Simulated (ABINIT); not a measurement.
Runs of ABINIT 10.8.3 (patched build) on MoP. The structure is hexagonal, space group P-6m2 (No. 187). The conventional cell has a = 3.223 Å, b = 3.223 Å, c = 3.191 Å, α = 90.00°, β = 90.00°, γ = 120.00°. Mo (site symmetry -6m2) has 6 P at 2.45 Å as nearest neighbours. P (site symmetry -6m2) has 6 Mo at 2.45 Å as nearest neighbours. 

```tsv
task	level	potentials or basis	spin	U	cell	k mesh	smearing	start of the occupation matrix	double counting (usepawu)	occupation projector (dmatpuopt)	SCF steps with the typed occupation matrix (usedmatpu)	most SCF steps	gap on the mesh (eV)	pressure (GPa)
single point	PBE	JTH PAW PBE v2.0	off	-	atoms moved at random, drawn with an rms of 0.05 Å	10 × 10 × 8	fermi-dirac 0.05 eV	-	-	-	-	-	none	3.0
real-space fields	rPW86PBE	JTH PAW PBE v2.0	collinear, ferromagnetic start	-	volume scaled by 1.25	10 × 10 × 8	methfessel-paxton 0.1 eV	-	-	-	-	-	none	(a)
band structure	LDA+U	JTH PAW LDA v2.0	off	Mo d U = 4 eV, J = 0.5 eV	as given	8 × 8 × 7	cold-b (ABINIT) 0.05 eV	random	1	2	5	100	none	-4.2
single point	PBE	JTH PAW PBE v2.0	off	-	as given	10 × 10 × 8	fermi-dirac 0.05 eV	-	-	-	-	-	none	2.8
```

Alike in all rows: cutoff (eV) 544.

Problem. Estimate the missing entries.

Solution. (a) -22.7.

Caveats: small starting moments can end in a higher magnetic state in this program (some runs); the PAW data sets were made with another functional, which shifts forces and pressure a little (some runs); the fixed-potential step kept the typed occupation matrix instead of the converged one, so its bands and densities of states are wrong and aren't listed (some runs); U without spin polarisation on a metal has little footing (some runs); the U is typed as a test and isn't derived for this compound (some runs).

A k mesh can miss the band edges, and the runs leave out spin-orbit coupling on Mo.

A gap of «none» marks a metal or a gap under the smearing width.
